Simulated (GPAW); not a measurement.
# BeS (F-43m) in GPAW: notebook

One crystal, BeS, is run at these levels: PBE, r2SCAN; tasks: single point, relaxation of cell and atoms.

All numbers are computed with GPAW 26.7.0; they aren't measurements. Logs are shortened: lines on timing, memory, paths and dates and some standing lists are left out, and cuts for length are marked. The log counts tension as positive stress, the text compression.

## 1. The structure

The structure is cubic, space group F-43m (No. 216). The conventional cell has a = 4.850 Å, b = 4.850 Å, c = 4.850 Å, α = 90.00°, β = 90.00°, γ = 90.00°. S (site symmetry -43m) has 4 Be at 2.10 Å as nearest neighbours. Around Be (site symmetry -43m) lie 4 S at 2.10 Å.

## 2. Single point, PBE

File run.py:

```python
from ase.dft.bandgap import bandgap
from ase.io import read, write
from ase.units import GPa
from gpaw import GPAW, PW

atoms = read('POSCAR')

calc = GPAW(mode=PW(550),
            xc='PBE',
            kpts={'size': (8, 8, 8), 'gamma': True},
            occupations={'name': 'fermi-dirac', 'width': 0.05},
            nbands=11,
            maxiter=120,
            txt='gpaw.txt')
atoms.calc = calc
energy = atoms.get_potential_energy()
forces = atoms.get_forces()
stress = atoms.get_stress()
calc.write('gs.gpw')
write('result.traj', atoms)
print(f'Energy: {energy:.6f} eV')
print('Forces (eV/A):')
print(forces.round(4))
print('Stress (GPa):', (stress / GPa).round(3))
print('Fermi level:', round(calc.get_fermi_level(), 4), 'eV')
print(f'Gap: {bandgap(calc)[0]:.4f} eV, direct: {bandgap(calc, direct=True)[0]:.4f} eV')
```

File POSCAR:

```
BeS
1.0
    0.0000000000      2.4250000000      2.4250000000
    2.4250000000      0.0000000000      2.4250000000
    2.4250000000      2.4250000000      0.0000000000
S Be
1 1
Direct
    0.7500000000      0.7500000000      0.7500000000
    0.0000000000      0.0000000000      0.0000000000
```

Potentials or basis: GPAW PAW data sets (gpaw-data 1.2.1), pw.

The run is started by

```console
$ OMP_NUM_THREADS=1 python run.py
```

gpaw.txt:

```text
__  _  _
 | _ |_)|_||  |
 |__||  | ||/\| - 26.7.0

Input parameters:
  mode=PW(ecut=550.0),
  kpts=MonkhorstPack(size=(8, 8, 8), gamma=True),
  maxiter=120,
  nbands=11,
  occupations=Occupations(name='fermi-dirac', width=0.05),
  xc=XC(name='PBE')

Diagonalizing LCAO Hamiltonian
Converting LCAO to pw mode

                   S

       Be

Atoms  # Å, Bohr magnetons
|   | symbol |        x |        y |        z |    initial magnetic moments |
|---|--------|----------|----------|----------|-----------------------------|
| 0 |      S | 3.637500 | 3.637500 | 3.637500 | ( 0.0000,  0.0000,  0.0000) |
| 1 |     Be | 0.000000 | 0.000000 | 0.000000 | ( 0.0000,  0.0000,  0.0000) |

Unit cell  # Å
| periodic |        x |        y |        z |  lengths |    angles |
|----------|----------|----------|----------|----------|-----------|
|      yes | 0.000000 | 2.425000 | 2.425000 | 3.429468 | 60.000000 |
|      yes | 2.425000 | 0.000000 | 2.425000 | 3.429468 | 60.000000 |
|      yes | 2.425000 | 2.425000 | 0.000000 | 3.429468 | 60.000000 |

Number of symmetries: 24
Symmetry operations  # r_c * U_cc + t_c -> r_c
|    | kind |            matrix            |
|----|------|------------------------------|
|  0 |  E   |  1, 0, 0,  0, 1, 0,  0, 0, 1 |
|  1 |  σ   |  1, 0, 0,  0, 0, 1,  0, 1, 0 |
|  2 |  σ   |  1, 0,-1,  0, 1,-1,  0, 0,-1 |
|  3 |  C3  |  1, 0,-1,  0, 0,-1,  0, 1,-1 |
|  4 |  C3  |  1,-1, 0,  0,-1, 1,  0,-1, 0 |
|  5 |  σ   |  1,-1, 0,  0,-1, 0,  0,-1, 1 |
|  6 |  σ   |  0, 1, 0,  1, 0, 0,  0, 0, 1 |
|  7 |  C3  |  0, 1, 0,  0, 0, 1,  1, 0, 0 |
|  8 |  C2  |  0, 1,-1,  1, 0,-1,  0, 0,-1 |
|  9 |  S4  |  0, 1,-1,  0, 0,-1,  1, 0,-1 |
| 10 |  C3  |  0, 0, 1,  1, 0, 0,  0, 1, 0 |
| 11 |  σ   |  0, 0, 1,  0, 1, 0,  1, 0, 0 |
| 12 |  S4  |  0, 0,-1,  1, 0,-1,  0, 1,-1 |
| 13 |  C3  |  0, 0,-1,  0, 1,-1,  1, 0,-1 |
| 14 |  S4  |  0,-1, 1,  1,-1, 0,  0,-1, 0 |
| 15 |  C2  |  0,-1, 1,  0,-1, 0,  1,-1, 0 |
| 16 |  C3  |  0,-1, 0,  1,-1, 0,  0,-1, 1 |
| 17 |  S4  |  0,-1, 0,  0,-1, 1,  1,-1, 0 |
| 18 |  S4  | -1, 1, 0, -1, 0, 1, -1, 0, 0 |
| 19 |  C3  | -1, 1, 0, -1, 0, 0, -1, 0, 1 |
| 20 |  C3  | -1, 0, 1, -1, 1, 0, -1, 0, 0 |
| 21 |  S4  | -1, 0, 1, -1, 0, 0, -1, 1, 0 |
| 22 |  σ   | -1, 0, 0, -1, 1, 0, -1, 0, 1 |
| 23 |  C2  | -1, 0, 0, -1, 0, 1, -1, 1, 0 |

BZ-sampling:
  Number of BZ points: 512
  Number of IBZ points: 29

  Monkhorst-Pack size: [8, 8, 8]
  Monkhorst-Pack shift: [0.0625, 0.0625, 0.0625]

K-points  # in reciprocal-cell coordinates
|     |                                coordinates |     weight |
|-----|--------------------------------------------|------------|
|   0 | (  0.00000000,   0.00000000,   0.00000000) | 0.00195312 |
|   1 | (  0.12500000,   0.12500000,   0.00000000) | 0.01171875 |
|   2 | (  0.12500000,   0.12500000,   0.12500000) | 0.01562500 |
|   3 | (  0.25000000,   0.12500000,   0.12500000) | 0.02343750 |
|   4 | (  0.25000000,   0.25000000,   0.00000000) | 0.01171875 |
|   5 | (  0.25000000,   0.25000000,   0.12500000) | 0.04687500 |
|   6 | (  0.25000000,   0.25000000,   0.25000000) | 0.01562500 |
|   7 | (  0.37500000,   0.25000000,  -0.37500000) | 0.04687500 |
|   8 | (  0.37500000,   0.25000000,   0.12500000) | 0.04687500 |
|   9 | (  0.37500000,   0.25000000,   0.25000000) | 0.04687500 |
| ... |                                            |            |
|  28 | (  0.50000000,   0.50000000,   0.50000000) | 0.00781250 |

Plane wave coefficients: 869
Cutoff: 550.0 eV

Spin-components: 1 (collinear spins)
Bands:           11
Projectors:      8
Spin-degeneracy: 2
Datatype:        complex128

Parallelization:
  kpt:    1
  domain: 1
  band:   1

Density:
  Valence electrons: 8.0
  Components: 1
  Grid points: [20 20 20]
  Charge: 0.0  # |e|

Potential:
  Grid points: [20 20 20]

species:
  S:
    name:    Sulfur
    Z:       16.0
    valence: 6
    core:    10
    charge:  0.0  # [|e|]
    compensation charges:
      type: gauss
      rc: 0.24  # [Å]
      lmax: 2
    cutoffs:
      filter: 1.77  # [Å]
      core: 1.66  # [Å]
    projectors
    | kind |    occ | energy [eV] | rcut [Å] |
    |------|--------|-------------|----------|
    |   3s |  2.000 |     -17.254 |    0.974 |
    |   3p |  4.000 |      -7.008 |    0.979 |
    |    s |        |       9.957 |    0.974 |
    |    p |        |      20.203 |    0.979 |
    |    d |        |       0.000 |    0.900 |

    Using partial waves for S as LCAO basis

  Be:
    name:    Beryllium
    Z:       4.0
    valence: 2
    core:    2
    charge:  0.0  # [|e|]
    compensation charges:
      type: gauss
      rc: 0.25  # [Å]
      lmax: 2
    cutoffs:
      filter: 1.42  # [Å]
      core: 1.77  # [Å]
    projectors
    | kind |    occ | energy [eV] | rcut [Å] |
    |------|--------|-------------|----------|
    |   2s |  2.000 |      -5.610 |    0.794 |
    |   2p |  0.000 |      -2.018 |    0.794 |
    |    s |        |      21.602 |    0.794 |

    Using partial waves for Be as LCAO basis

Reference energy: -11255.804871  # eV

eigensolver:
  PPCG
  Converge bands: occupied
  niter=2

density mixing:
  MSR1-Mixer
  Pratt-step length: 0.05
  Maximum mixing coefficient: 0.75
  Old densities: 10
  SVD Regularization: 0.005
  Good broyden scale: 1.0
  Trust region scale: 1.0
  Backstep threshold: 4.0
  History deletion threshold: 6.0
  Fourier metric: weight=20.0, sigma=0.015

occupation numbers:
  Fermi-Dirac:
    width: 0.0500  # eV

poisson solver:
  ecut: 4400.0  # eV

xc functional:
  name: PBE with 2 nearest neighbor stencil

convergence criteria:
- Maximum [total energy] change in last 3 cyles: 0.0005 eV / valence electron
- Maximum integral of absolute [dens]ity change: 0.0001 electrons / valence electron
- Maximum integral of absolute [eigenst]ate change: 4e-08 eV^2 / valence electron
maximum number of iterations: 120

SCF iterations
|iter     | |      energy | eigst |  dens |
|---------|-|-------------|-------|-------|
|iter:   1| |  -10.040051 | -0.08 |       |
|iter:   2| |  -10.024156 | -2.41 | -0.93 |
|iter:   3| |   -9.917311 | -2.11 | -0.96 |
|iter:   4| |   -9.920044 | -3.21 | -1.57 |
|iter:   5| |   -9.920581c| -4.51 | -2.18 |
|iter:   6| |   -9.920645c| -5.54 | -2.68 |
|iter:   7| |   -9.920646c| -7.20 | -3.76 |
|iter:   8| |   -9.920646c| -8.16c| -4.17c|

Converged in 8 steps
Energy contributions relative to reference atoms: (reference = -11255.804871)

Energy contributions:
  Kinetic:          11.765540
  Coulomb:         -10.829124
  Zero:              0.010760
  External:          0.000000
  Xc:              -10.867822
  Entropy:          -0.000000
  Spinorbit:         0.000000
  ----------------------------
  Free energy:      -9.920646
  Extrapolated:     -9.920646

dipole moment: (-1.691640, -1.691640, -1.691640)  # |e|*Ang

Fermi level: 6.559
Eigenvalues  # (at kpt = [0.000, 0.000, 0.000])
| band index |      eig [eV] | occ [0-2] |
|------------|---------------|-----------|
|          0 |        -9.014 |     2.000 |
|          1 |         4.692 |     2.000 |
|          2 |         4.692 |     2.000 |
|          3 |         4.692 |     2.000 |
|          4 |        10.336 |     0.000 |
|          5 |        10.336 |     0.000 |
|          6 |        10.336 |     0.000 |
|          7 |        10.565 |     0.000 |
|          8 |        17.360 |     0.000 |
|          9 |        17.360 |     0.000 |
|         10 |        19.588 |     0.000 |

Gap: 3.103 eV
Transition (v -> c):
  (s=0, k=0, n=3, [0.00, 0.00, 0.00]) -> (s=0, k=24, n=4, [0.50, 0.50, 0.00])
Direct/indirect transitions are different
Direct gap: 5.643 eV
Transition at: (s=0, k=0, n=3, [0.00, 0.00, 0.00])

Forces  # eV/Ang
|        x |       y |        z |
|----------|---------|----------|
| -0.00000 | 0.00000 |  0.00000 |  # S    0
| -0.00000 | 0.00000 | -0.00000 |  # Be   1

Stress tensor  # eV/Ang^3
|         x |         y |         z |
|-----------|-----------|-----------|
| -0.013736 | -0.000000 | -0.000000 |
| -0.000000 | -0.013736 |  0.000000 |
| -0.000000 |  0.000000 | -0.013736 |

# Writing to gs.gpw (mode='')
```

stdout:

```text
Energy: -9.920646 eV
Forces (eV/A):
[[-0.  0.  0.]
 [-0.  0. -0.]]
Stress (GPa): [-2.201 -2.201 -2.201  0.    -0.    -0.   ]
Fermi level: 6.5594 eV
Gap: 3.1029 eV, direct: 5.6434 eV
```

It took 5.5 s on 1 thread of Arm Neoverse V1, shared host; peak memory 0.13 GiB.

These settings aren't checked as converged: the numbers below hold their error.

What came out:

```
Free energy            : -9.9206 eV
Pressure               : 2.2 GPa
Band gap on the k mesh : 3.10 eV, indirect (least direct gap 5.64 eV)
```

Caveat: the cutoff is short for stress and forces, so pressures can be off by a GPa or more.

## 3. Relaxation of cell and atoms, r2SCAN

File run.py:

```python
from ase.filters import FrechetCellFilter
from ase.io import read, write
from ase.optimize import BFGS
from gpaw import GPAW, PW

atoms = read('BeS.xyz')

calc = GPAW(mode=PW(800),
            xc='MGGA_X_R2SCAN+MGGA_C_R2SCAN',
            kpts={'size': (9, 9, 9), 'gamma': True},
            occupations={'name': 'fermi-dirac', 'width': 0.05},
            nbands=11,
            convergence={'density': 1e-05, 'forces': 0.0001},
            maxiter=150,
            txt='gpaw.txt')
atoms.calc = calc
opt = BFGS(FrechetCellFilter(atoms), trajectory='relax.traj', logfile='-')
done = opt.run(fmax=0.02, steps=60)
calc.write('gs.gpw')
write('result.traj', atoms)
print('Converged:', done)
print('Cell:', atoms.cell.cellpar().round(4))
print('Volume:', round(atoms.get_volume(), 4))
print(atoms.get_scaled_positions().round(5))
```

File BeS.xyz:

```xyz
2
Lattice="0.0000000000 2.4250000000 2.4250000000 2.4250000000 0.0000000000 2.4250000000 2.4250000000 2.4250000000 0.0000000000" Properties=species:S:1:pos:R:3 pbc="T T T"
S      3.6375000000      3.6375000000      3.6375000000
Be     0.0000000000      0.0000000000      0.0000000000
```

Potentials or basis: GPAW PAW data sets (gpaw-data 1.2.1), pw.

The run is started by

```console
$ OMP_NUM_THREADS=1 python run.py
```

Wall time 2.8 min (1 thread of Arm Neoverse V1, shared host); peak memory 0.26 GiB.

The run converged. Its results:

| Item | Value |
| --- | --- |
| Free energy | -14.5521 eV |
| Relaxed volume | 14.53 Å³/atom |
| Relaxed cell | a = 3.451 Å, b = 3.451 Å, c = 3.451 Å, α = 60.00°, β = 60.00°, γ = 60.00° |
| Space group after relaxing (to 0.05 Å) | F-43m (No. 216) |
| Energy gained by relaxing | 1.8 meV/atom |
| Ionic steps | 3 |
| Pressure after relaxing | 0.0 GPa |
| Band gap on the k mesh | 3.70 eV, indirect (least direct gap 6.23 eV) |

The path:
| step | energy change (eV) | largest force (eV/Å) | pressure (GPa) | volume (Å³) |
| --- | --- | --- | --- | --- |
| 1 | 0.0000 | 0.0000 | 1.97 | 28.52 |
| 2 | -0.0012 | 0.0000 | 1.58 | 28.63 |
| 3 | -0.0035 | 0.0000 | 0.03 | 29.07 |

Final structure:
```cif
data_structure
_symmetry_space_group_name_H-M 'P 1'
_symmetry_Int_Tables_number 1
_cell_length_a 3.4513
_cell_length_b 3.4513
_cell_length_c 3.4513
_cell_angle_alpha 60.000
_cell_angle_beta 60.000
_cell_angle_gamma 60.000
_cell_volume 29.07
loop_
_atom_site_label
_atom_site_type_symbol
_atom_site_fract_x
_atom_site_fract_y
_atom_site_fract_z
_atom_site_occupancy
S1 S 0.75000 0.75000 0.75000 1
Be1 Be 0.00000 0.00000 0.00000 1
```

Levels at points of the mesh, in eV from the valence-band top:
| k point | band 2 | band 3 | band 4 | band 5 | band 6 | band 7 |
| --- | --- | --- | --- | --- | --- | --- |
| (0.00, 0.00, 0.00) | 0.00 | 0.00 | 0.00 | 6.23 | 6.23 | 6.23 |

Caveat: later steps reuse the first step's grids; the PAW data sets were made with another functional, which shifts forces and pressure a little; an odd mesh through Γ misses points on the zone boundary, where band edges often lie.
